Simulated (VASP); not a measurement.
Set up this calculation in VASP 6.6.1, as the native input.

```yaml
Task: relaxation of cell and atoms
Functional: LDA
Potentials_or_basis: VASP PAW PBE potentials, release 64 (Lu)
Cutoff: 600 eV
k_mesh: 15 × 15 × 8
Occupations: gaussian, width 0.1 eV
Spin: no spin polarisation
Further_INCAR_settings: ALGO = Normal; EDIFF = 1e-07; IBRION = 2; EDIFFG = -0.005; NSW = 90; ISIF = 3
```

The structure of Lu lies in POSCAR:

```
Lu
1.0
    3.5180521700      0.0000000000      0.0000000000
   -1.7590260900      3.0467225500      0.0000000000
    0.0000000000      0.0000000000      5.4460843400
Lu
2
Direct
    0.3333333300      0.6666666700      0.2500000000
    0.6666666700      0.3333333300      0.7500000000
```

The input as run:

INCAR

```
SYSTEM = Lu
PREC = Accurate
ENCUT = 600
EDIFF = 1E-7
ISMEAR = 0
SIGMA = 0.1
LREAL = .FALSE.
LASPH = .TRUE.
NELM = 80
ALGO = Normal
ISIF = 3
LWAVE = .FALSE.
LCHARG = .FALSE.
GGA = CA
IBRION = 2
NSW = 90
EDIFFG = -0.005
```

KPOINTS

```
regular mesh
0
G
  15 15 8
  0 0 0
```

Potentials or basis: VASP PAW PBE potentials, release 64 (Lu).

The run is started by

```sh
$ cat potpaw_PBE.64/Lu/POTCAR > POTCAR
$ mpirun -np 1 vasp_std > vasp.out
```

Results of the run:

```json
{
  "Relaxed volume": "26.14 Å³/atom",
  "Relaxed cell": "a = 3.391 Å, b = 3.391 Å, c = 5.250 Å, α = 90.00°, β = 90.00°, γ = 120.00°",
  "Space group after relaxing (to 0.05 Å)": "P6_3/mmc (No. 194)",
  "Energy gained by relaxing": "52.2 meV/atom",
  "Ionic steps": "3",
  "Pressure after relaxing": "0.0 GPa",
  "Band gap on the k mesh": "none (metal or under the smearing width)"
}
```

Caveat: the PAW data sets were made with another functional, which shifts forces and pressure a little.

Wall time 5.7 min on 1 thread of Intel(R) Xeon(R) 6975P-C (Granite Rapids), with other jobs on the host, peak memory 0.35 GiB.
